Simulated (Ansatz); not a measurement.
# TaN (P-6m2) in Ansatz: settings compared

One crystal, TaN, is run at these levels: PBE, LDA, PBEsol; tasks: band structure, single point, equation of state.

Program: Ansatz 0.2.0. These are calculated values, not measurements. Logs are shortened: lines on timing, memory, paths and dates and some standing lists are left out, and cuts for length are marked.

## (1) The crystal as given

The structure is hexagonal, space group P-6m2 (No. 187). The conventional cell has a = 2.938 Å, b = 2.938 Å, c = 2.883 Å, α = 90.00°, β = 90.00°, γ = 120.00°. Around Ta (site symmetry -6m2) lie 6 N at 2.23 Å. Around N (site symmetry -6m2) lie 6 Ta at 2.23 Å.

## (2) Band structure, PBE

Input file input.yaml:

```yaml
crystal:
  lattice:
    - [2.938, 0.0, 0.0]
    - [-1.469, 2.5443826363, 0.0]
    - [0.0, 0.0, 2.883]
  atoms:
    - { symbol: Ta, position: [0.0, 0.0, 0.5] }
    - { symbol: "N", position: [0.6666666667, 0.3333333333, 0.0] }
kpoints:
  mp_grid: { grid: [10, 10, 9] }
  band_path:
    path:
      - [0.0, 0.0, 0.0]
      - [0.5, 0.0, 0.0]
      - [0.3333333333, 0.3333333333, 0.0]
      - [0.0, 0.0, 0.0]
      - [0.0, 0.0, 0.5]
      - [0.5, 0.0, 0.5]
      - [0.3333333333, 0.3333333333, 0.5]
      - [0.0, 0.0, 0.5]
    npoints: 12
scf:
  occupations: { method: fermi_dirac, width: 0.05 }
hamiltonian:
  xc: pbe
  pseudopotentials: { kind: all_electron, lapw: { basis_error: 0.001 } }
output:
  forces: true
  stress: true
  eigenvalues: true
```

Potentials or basis: all-electron LAPW, scalar-relativistic.

Launch:

```console
$ ansatz run input.yaml --threads 1 --pin off --max-ram 3072MiB --backend cpu --events-out ev --progress --plain --runs-dir out
```

Standard output:

```text
Warning: RAYON_NUM_THREADS=1 ignored (pool sized by the plan → 1); use --threads N
LAPW: plane waves up to 9.583 Å⁻¹, error target 1.0e-3 eV per atom; small_component_spin mean_spin; N in spheres of 0.944 Å, 7 of its electrons in bands, Dirac shells []; Ta in spheres of 1.282 Å, 43 of its electrons in bands, Dirac shells [] (how accurate: hamiltonian.pseudopotentials.lapw.basis_error, Limitations)
Engine: ansatz 0.2.0, x86_64-unknown-linux-gnu
Pseudopotentials: kind: all_electron
Pseudopotential: Ta, LAPW, valence charge 43, lapw/all_electron/scalar/gaussian/Ta, Koelling and Harmon's equation, gaussian nucleus
Pseudopotential: N, LAPW, valence charge 7, lapw/all_electron/scalar/gaussian/N, Koelling and Harmon's equation, gaussian nucleus
Functional definition: PBE
  parameter kappa = 0.804
  parameter beta = 0.06672455060314922
  exchange = pbe_x(kappa = kappa, mu = beta*pi^2/3)
  correlation = pbe_c(beta = beta)
Crystal: 2 atoms, lattice volume = 21.552 Å³
Basis set: ecut = 349.8580054168392 eV, 315 PW (Γ), exchange–correlation at level 2
Bands: 30, of which v1, the nominal top of the filled ones, is band 25 counted from 1 (24 counted from 0)
Symmetry: 12 space group operations
Space group: P-6m2 (ITA 187), of the structure as read, at distance tolerance 2.8e-5 Å
k-points: 70 of 900 (time reversal used)
Non-local potential: Ta, projectors of the file, none
Non-local potential: N, projectors of the file, none
Initial density: superposition of atomic densities (chi_scale 0.1, normalization cell, long waves kept (reshape's long-wave potential 0.00 eV rms))
Initial wavefunctions: plane waves of lowest kinetic energy (no species holds an atomic orbital)
Functional: x = pbe(κ = 0.804, μ = 0.2195149727645171), c = pbe(β = 0.06672455060314922)
iter 1 solved again at ethr=6.69e-3 eV; its pass at ethr=1.00e-1 eV (dr2=3.34e0 eV) is discarded
SCF iter   1: F=—  HF=-426062.864716 eV  |F-HF|=—  |Δ(HF+E_count)|=         —  Δρ=1.17e-1  dr2=3.34e0  ethr=6.69e-3  ⟨swp⟩=2.0  Hψ=13274  notcnv=0
preconditioner: auto → none  [insulator: Δε(μ)=0.233 eV  Ē_g=23.024 eV  σ=0.050 eV  W_gap=0.82  n_scr=8 (ndim 8)  ℏωp=43.8 eV  f_vac=0.000  D(μ)=0.03/eV (n_scr^D=0)  ε∞_Penn≈4.6]
SCF iter   2: F=—  HF=-426062.344411 eV  |F-HF|=—  |Δ(HF+E_count)|=   5.20e-1  Δρ=7.47e-2  dr2=1.48e0  ethr=6.68e-3  ⟨swp⟩=3.0  Hψ=6377  notcnv=0
iter 3 solved again at ethr=1.14e-4 eV; its pass at ethr=2.96e-3 eV (dr2=5.70e-2 eV) is discarded
SCF iter   3: F=—  HF=-426061.500645 eV  |F-HF|=—  |Δ(HF+E_count)|=   8.44e-1  Δρ=1.81e-2  dr2=5.70e-2  ethr=1.14e-4  ⟨swp⟩=2.0  Hψ=10603  notcnv=0
SCF iter   4: F=—  HF=-426061.504039 eV  |F-HF|=—  |Δ(HF+E_count)|=         —  Δρ=2.53e-3  dr2=1.78e-3  ethr=1.14e-4  ⟨swp⟩=2.0  Hψ=6643  notcnv=0
the basis was enlarged: its passes take 1.7 MiB over the memory plan, 1 of 1 planned eigensolver slots
SCF iter   5: F=—  HF=-426061.498887 eV  |F-HF|=—  |Δ(HF+E_count)|=   5.15e-3  Δρ=1.89e-3  dr2=1.06e-3  ethr=3.55e-6  ⟨swp⟩=2.0  Hψ=6304  notcnv=0
SCF iter   6: F=—  HF=-426061.498265 eV  |F-HF|=—  |Δ(HF+E_count)|=   6.22e-4  Δρ=4.36e-4  dr2=3.60e-5  ethr=2.11e-6  ⟨swp⟩=2.0  Hψ=6304  notcnv=0
SCF iter   7: F=—  HF=-426061.498254 eV  |F-HF|=—  |Δ(HF+E_count)|=   1.05e-5  Δρ=4.53e-5  dr2=3.15e-7  ethr=7.19e-8  ⟨swp⟩=2.1  Hψ=6309  notcnv=0
SCF iter   8: F=-426061.498254 eV  HF=-426061.498254 eV  |F-HF|=4.83e-9  |Δ(HF+E_count)|=   1.58e-7  Δρ=7.37e-6  dr2=8.32e-9  ethr=6.29e-10  ⟨swp⟩=3.0  Hψ=6547  notcnv=0
SCF 1 converged in 8 iterations: F = -426061.498254 eV  dr2 = 8.32e-9
NSCF: frozen V_eff on 85 k-points
SCF converged after 8 iterations
Free energy (F): -426061.498254 eV
Harris-Foulkes:  -426061.498254 eV  (|F-HF|=4.83e-9)
Internal energy: -426061.497944 eV  (E = F + TS)
E sigma→0 (E₀):  -426061.498099 eV
Entropy (-TS):   -0.000310 eV (-0.155 meV/atom)
Fermi energy:    25.515267 eV
--- Per-component energies (eV) ---
  E_band       = -4728.898272
  E_kinetic    = 475424.895747
  E_xc         = -8812.475199
  E_electrostatic = -892673.918492  (all electrons and nuclei)
  E_smearing   = -0.000310  (= −TS)
  E_closure    = 0.000000  (closes the sum)
  E_atoms      = -426041.112071  (free atoms, spherical and without spin; not in F)
  Σ components = -426061.498254   (vs F -426061.498254, Δ=0.00e0)
  Basis errors (estimates in eV, not in F): energy 3.4e-4 per atom: plane waves 2.9e-4 (1.6e-4 summed), levels above the bands 3.9e-89, relativity 6.3e-8, radial functions 4.1e-5, core shells 4.1e-7; eigenvalues (radial functions only) 5.6e-6; not estimated: angular momenta, meshes, grids; target (lapw.basis_error) 1.0e-3; muffin-tin radii N 0.944 Å, Ta 1.282 Å
--- Forces (eV/Å), atoms counted from 1 ---
  atom   1  Ta     0.00000000     0.00000000     0.00000000
  atom   2  N      0.00000000     0.00000000     0.00000000
  max |Σ_I F_I| component: 1.48e-16 eV/Å
--- Stress (GPa, compression-positive) ---
        4.493170      -0.000000       0.000000
       -0.000000       4.493170       0.000000
        0.000000       0.000000       5.562252
  P = ⅓ Tr σ = 4.8495 GPa (48.495 kbar)
--- Band table (eV; the first three rows and the last of 70) ---
  k-point 0: bands = ["-370.2837", "-370.2667", "-370.2667", "-352.2806", "-191.8462", "-191.8462", "-191.8156", "-191.8131", "-191.8131", "-43.0109", "-9.3528", "-9.0986", "-9.0986", "5.2433", "5.2613", "5.2613", "5.2671", "5.2671", "5.2812", "5.3512", "7.7173", "20.8840", "20.8840", "21.2518", "22.5210", "27.6519", "29.0244", "29.0244", "29.4685", "29.4685"]
  k-point 1: bands = ["-370.2837", "-370.2667", "-370.2667", "-352.2806", "-191.8462", "-191.8462", "-191.8156", "-191.8131", "-191.8131", "-43.0050", "-9.4684", "-9.0891", "-9.0891", "5.2471", "5.2589", "5.2589", "5.2711", "5.2711", "5.2745", "5.3513", "7.9655", "20.3893", "20.9844", "20.9844", "23.2423", "27.8037", "27.8037", "28.0900", "30.2353", "30.2353"]
  k-point 2: bands = ["-370.2837", "-370.2667", "-370.2667", "-352.2806", "-191.8462", "-191.8462", "-191.8156", "-191.8131", "-191.8131", "-42.9900", "-9.7515", "-9.0651", "-9.0651", "5.2517", "5.2534", "5.2534", "5.2608", "5.2808", "5.2808", "5.3514", "8.6343", "18.8573", "21.2427", "21.2427", "24.6776", "26.5126", "26.5126", "29.1287", "30.2378", "30.2378"]
  k-point 69: bands = ["-370.2837", "-370.2667", "-370.2667", "-352.2806", "-191.8462", "-191.8462", "-191.8156", "-191.8131", "-191.8131", "-42.8799", "-9.9633", "-9.7676", "-9.5754", "5.2165", "5.2612", "5.2672", "5.2758", "5.2820", "5.2899", "5.3286", "9.7816", "17.4041", "18.8725", "21.3816", "24.9490", "29.8776", "30.4122", "31.9672", "32.7566", "34.8812"]
```

Wall time 25 s (1 thread of AMD EPYC 7R13 (Zen 3), shared host); peak memory 0.39 GiB.

What came out:

* Free energy: -426061.4983 eV
* Pressure: 4.8 GPa
* Band gap along the path: none (metal or under the smearing width)

Levels at the corners of the path, in eV from the Fermi level:
```
point  band 23  band 24  band 25  band 26  band 27  band 28
    Γ    -4.63    -4.26    -2.99     2.14     3.51     3.51
    M    -5.25    -3.53    -3.24     2.96     3.95     5.14
    K    -5.77    -5.22     0.06     1.02     1.50     2.43
    Γ    -4.63    -4.26    -2.99     2.14     3.51     3.51
    A    -3.81    -3.81    -0.15    -0.15     2.33     3.26
    L    -6.25    -5.75    -0.42     4.09     5.29     5.99
    H    -6.62    -3.97    -0.43     4.40     4.98     6.64
    A    -3.81    -3.81    -0.15    -0.15     2.33     3.26
```

Caveat: spin-orbit coupling is left out, which moves the levels of the heavy elements.

## (3) Band structure, LDA

Changes to input.yaml since step 2:

```diff
@@ -24,3 +24,3 @@
 hamiltonian:
-  xc: pbe
+  xc: lda
   pseudopotentials: { kind: all_electron, lapw: { basis_error: 0.001 } }
```

Potentials or basis: all-electron LAPW, scalar-relativistic.

Launch:

```console
$ ansatz run input.yaml --threads 1 --pin off --max-ram 3072MiB --backend cpu --events-out ev --progress --plain --runs-dir out
```

Run time: 27 s. Hardware: 1 thread of AMD EPYC 7R13 (Zen 3), shared host; peak memory 0.36 GiB.

Results (log left out):

```yaml
Free_energy: -425802.4498 eV
Pressure: -11.5 GPa
Band_gap_along_the_path: none (metal or under the smearing width)
```

Stress tensor (GPa, compression positive):
```
-10.96   0.00   0.00
  0.00 -10.96   0.00
  0.00   0.00 -12.59
```

Levels at the corners of the path, in eV from the Fermi level:
```tsv
point	band 21	band 22	band 23	band 24	band 25	band 26	band 27	band 28	band 29	band 30
Γ	-17.55	-4.58	-4.58	-4.22	-2.92	2.29	3.53	3.53	3.90	3.90
M	-15.23	-8.28	-5.21	-3.50	-3.17	2.91	3.98	5.13	5.23	7.45
K	-14.85	-7.58	-5.70	-5.18	0.11	0.98	1.53	2.47	7.46	12.20
Γ	-17.55	-4.58	-4.58	-4.22	-2.92	2.29	3.53	3.53	3.90	3.90
A	-14.87	-9.35	-3.76	-3.76	-0.15	-0.15	2.39	3.23	3.23	8.21
L	-15.52	-7.33	-6.17	-5.71	-0.33	4.14	5.29	6.02	7.00	10.09
H	-15.45	-8.25	-6.55	-3.88	-0.36	4.43	5.00	6.64	7.47	9.20
A	-14.87	-9.35	-3.76	-3.76	-0.15	-0.15	2.39	3.23	3.23	8.21
```

Caveat: spin-orbit coupling is left out, which moves the levels of the heavy elements.

## (4) Band structure, PBEsol

Changes to input.yaml since step 3:

```diff
@@ -24,3 +24,3 @@
 hamiltonian:
-  xc: lda
+  xc: pbesol
   pseudopotentials: { kind: all_electron, lapw: { basis_error: 0.001 } }
```

Launch:

```console
$ ansatz run input.yaml --threads 1 --pin off --max-ram 3072MiB --backend cpu --events-out ev --progress --plain --runs-dir out
```

Run time: 26 s. Hardware: 1 thread of AMD EPYC 7R13 (Zen 3), shared host; peak memory 0.39 GiB.

It converged, with:

| Quantity | Value |
| --- | --- |
| Free energy | -425930.6439 eV |
| Pressure | -4.8 GPa |
| Band gap along the path | none (metal or under the smearing width) |

Stress tensor (GPa, compression positive):
```
-4.67  0.00  0.00
 0.00 -4.67  0.00
 0.00  0.00 -5.00
```

Levels at the corners of the path, in eV from the Fermi level:
| point | band 23 | band 24 | band 25 | band 26 | band 27 | band 28 |
| --- | --- | --- | --- | --- | --- | --- |
| Γ | -4.61 | -4.26 | -2.95 | 2.16 | 3.54 | 3.54 |
| M | -5.24 | -3.54 | -3.20 | 2.95 | 3.99 | 5.15 |
| K | -5.77 | -5.20 | 0.10 | 0.99 | 1.52 | 2.43 |
| Γ | -4.61 | -4.26 | -2.95 | 2.16 | 3.54 | 3.54 |
| A | -3.78 | -3.78 | -0.15 | -0.15 | 2.38 | 3.25 |
| L | -6.24 | -5.74 | -0.39 | 4.11 | 5.32 | 6.03 |
| H | -6.61 | -3.93 | -0.40 | 4.42 | 5.01 | 6.68 |
| A | -3.78 | -3.78 | -0.15 | -0.15 | 2.38 | 3.25 |

Caveat: spin-orbit coupling is left out, which moves the levels of the heavy elements.

## (5) Single point, LDA, 10.13 Å³/atom (volume scaled by 0.94)

Input file input.yaml:

```yaml
crystal:
  lattice:
    - [2.8780239874, 0.0, 0.0]
    - [-1.4390119937, 2.4924418858, 0.0]
    - [0.0, 0.0, 2.8241467514]
  atoms:
    - { symbol: Ta, position: [0.0, 0.0, 0.5] }
    - { symbol: "N", position: [0.6666666667, 0.3333333333, 0.0] }
kpoints:
  mp_grid: { grid: [10, 10, 9] }
scf:
  occupations: { method: fermi_dirac, width: 0.05 }
hamiltonian:
  xc: lda
  pseudopotentials: { kind: all_electron, lapw: { basis_error: 0.001 } }
output:
  forces: true
  stress: true
  eigenvalues: true
```

Launch:

```console
$ ansatz run input.yaml --threads 1 --pin off --max-ram 3072MiB --backend cpu --events-out ev --progress --plain --runs-dir out
```

Wall time 21 s (1 thread of AMD EPYC 7R13 (Zen 3), shared host); peak memory 0.39 GiB.

It converged, with:

```yaml
Free_energy: -425802.4538 eV
Pressure: 11.8 GPa
Band_gap_on_the_k_mesh: none (metal or under the smearing width)
```

## (6) Single point, LDA, 10.34 Å³/atom (volume scaled by 0.96)

Changes to input.yaml since step 5:

```diff
@@ -2,5 +2,5 @@
   lattice:
-    - [2.8780239874, 0.0, 0.0]
-    - [-1.4390119937, 2.4924418858, 0.0]
-    - [0.0, 0.0, 2.8241467514]
+    - [2.8982924298, 0.0, 0.0]
+    - [-1.4491462149, 2.5099948717, 0.0]
+    - [0.0, 0.0, 2.8440357641]
   atoms:
```

Potentials or basis: all-electron LAPW, scalar-relativistic.

Launch:

```console
$ ansatz run input.yaml --threads 1 --pin off --max-ram 3072MiB --backend cpu --events-out ev --progress --plain --runs-dir out
```

Run time: 19 s. Hardware: 1 thread of AMD EPYC 7R13 (Zen 3), shared host; peak memory 0.39 GiB.

The run converged. Its results:

* Free energy: -425802.4737 eV
* Pressure: 3.2 GPa
* Band gap on the k mesh: none (metal or under the smearing width)

## (7) Single point, LDA, 10.56 Å³/atom (volume scaled by 0.98)

Changes to input.yaml since step 6:

```diff
@@ -2,5 +2,5 @@
   lattice:
-    - [2.8982924298, 0.0, 0.0]
-    - [-1.4491462149, 2.5099948717, 0.0]
-    - [0.0, 0.0, 2.8440357641]
+    - [2.9182812851, 0.0, 0.0]
+    - [-1.4591406425, 2.5273057282, 0.0]
+    - [0.0, 0.0, 2.8636504237]
   atoms:
```

Launch:

```console
$ ansatz run input.yaml --threads 1 --pin off --max-ram 3072MiB --backend cpu --events-out ev --progress --plain --runs-dir out
```

It took 21 s on 1 thread of AMD EPYC 7R13 (Zen 3), shared host; peak memory 0.39 GiB.

It converged, with:

| Property | Result |
| --- | --- |
| Free energy | -425802.4716 eV |
| Pressure | -4.6 GPa |
| Band gap on the k mesh | none (metal or under the smearing width) |

## (8) Single point, LDA, 10.78 Å³/atom

Changes to input.yaml since step 7:

```diff
@@ -2,5 +2,5 @@
   lattice:
-    - [2.9182812851, 0.0, 0.0]
-    - [-1.4591406425, 2.5273057282, 0.0]
-    - [0.0, 0.0, 2.8636504237]
+    - [2.938, 0.0, 0.0]
+    - [-1.469, 2.5443826363, 0.0]
+    - [0.0, 0.0, 2.883]
   atoms:
```

Launch:

```console
$ ansatz run input.yaml --threads 1 --pin off --max-ram 3072MiB --backend cpu --events-out ev --progress --plain --runs-dir out
```

Run time: 22 s. Hardware: 1 thread of AMD EPYC 7R13 (Zen 3), shared host; peak memory 0.39 GiB.

Results (log left out):

- Free energy: -425802.4498 eV
- Pressure: -11.5 GPa
- Band gap on the k mesh: none (metal or under the smearing width)

## (9) Single point, LDA, 10.99 Å³/atom (volume scaled by 1.02)

Changes to input.yaml since step 8:

```diff
@@ -2,5 +2,5 @@
   lattice:
-    - [2.938, 0.0, 0.0]
-    - [-1.469, 2.5443826363, 0.0]
-    - [0.0, 0.0, 2.883]
+    - [2.9574575207, 0.0, 0.0]
+    - [-1.4787287603, 2.5612333435, 0.0]
+    - [0.0, 0.0, 2.9020932717]
   atoms:
```

Potentials or basis: all-electron LAPW, scalar-relativistic.

Launch:

```console
$ ansatz run input.yaml --threads 1 --pin off --max-ram 3072MiB --backend cpu --events-out ev --progress --plain --runs-dir out
```

It took 24 s on 1 thread of AMD EPYC 7R13 (Zen 3), shared host; peak memory 0.38 GiB.

It converged, with:

| Property | Result |
| --- | --- |
| Free energy | -425802.4103 eV |
| Pressure | -17.7 GPa |
| Band gap on the k mesh | none (metal or under the smearing width) |

## (10) Single point, LDA, 11.21 Å³/atom (volume scaled by 1.04)

Changes to input.yaml since step 9:

```diff
@@ -2,5 +2,5 @@
   lattice:
-    - [2.9574575207, 0.0, 0.0]
-    - [-1.4787287603, 2.5612333435, 0.0]
-    - [0.0, 0.0, 2.9020932717]
+    - [2.9766623284, 0.0, 0.0]
+    - [-1.4883311642, 2.5778651949, 0.0]
+    - [0.0, 0.0, 2.9209385612]
   atoms:
```

Launch:

```console
$ ansatz run input.yaml --threads 1 --pin off --max-ram 3072MiB --backend cpu --events-out ev --progress --plain --runs-dir out
```

Run time: 23 s. Hardware: 1 thread of AMD EPYC 7R13 (Zen 3), shared host; peak memory 0.38 GiB.

Results (log left out):

```yaml
Free_energy: -425802.3550 eV
Pressure: -23.3 GPa
Band_gap_on_the_k_mesh: none (metal or under the smearing width)
```

## (11) Single point, LDA, 11.42 Å³/atom (volume scaled by 1.06)

Changes to input.yaml since step 10:

```diff
@@ -2,5 +2,5 @@
   lattice:
-    - [2.9766623284, 0.0, 0.0]
-    - [-1.4883311642, 2.5778651949, 0.0]
-    - [0.0, 0.0, 2.9209385612]
+    - [2.9956224723, 0.0, 0.0]
+    - [-1.4978112361, 2.5942851611, 0.0]
+    - [0.0, 0.0, 2.939543767]
   atoms:
```

Launch:

```console
$ ansatz run input.yaml --threads 1 --pin off --max-ram 3072MiB --backend cpu --events-out ev --progress --plain --runs-dir out
```

Run time: 26 s. Hardware: 1 thread of AMD EPYC 7R13 (Zen 3), shared host; peak memory 0.38 GiB.

Results (log left out):

- Free energy: -425802.2855 eV
- Pressure: -28.3 GPa
- Band gap on the k mesh: none (metal or under the smearing width)

## (12) Equation of state, LDA

Potentials or basis: all-electron LAPW, scalar-relativistic.

This step only gathers the single runs of the series.

Results:

```
Equilibrium volume                        : 10.43 Å³/atom
Bulk modulus at fixed shape and positions : 379 GPa
Pressure derivative of the bulk modulus   : 4.3
```

Energy against volume, from the lowest point:
| volume (Å³/atom) | energy (meV/atom) |
| --- | --- |
| 10.129 | 9.95 |
| 10.345 | 0.00 |
| 10.560 | 1.04 |
| 10.776 | 11.94 |
| 10.991 | 31.67 |
| 11.207 | 59.32 |
| 11.422 | 94.06 |

Caveat: the cell was scaled at fixed shape and fractional positions, which overstates the stiffness of a crystal with free parameters, most of all of layers and chains.

## (13) Summary

| task | level | cutoff (eV) | pressure (GPa) |
| --- | --- | --- | --- |
| band structure | PBE | 350 | 4.8 |
| band structure | LDA | 350 | -11.5 |
| band structure | PBEsol | 350 | -4.8 |
| equation of state | LDA | - | - |

Alike in all rows: potentials or basis all-electron LAPW, scalar-relativistic; no spin polarisation; cell as given; k mesh 10 × 10 × 9; smearing fermi-dirac 0.05 eV; basis error allowed 0.001 eV/atom.

The pressure there spans -11.5 GPa (LDA) to 4.8 GPa (PBE); a positive pressure means that this level wants a larger cell, a negative one a smaller.

Caveats: spin-orbit coupling is left out, which moves the levels of the heavy elements (some runs); the cell was scaled at fixed shape and fractional positions, which overstates the stiffness of a crystal with free parameters, most of all of layers and chains (some runs).

Compare energies only between runs with the same functional and basis.
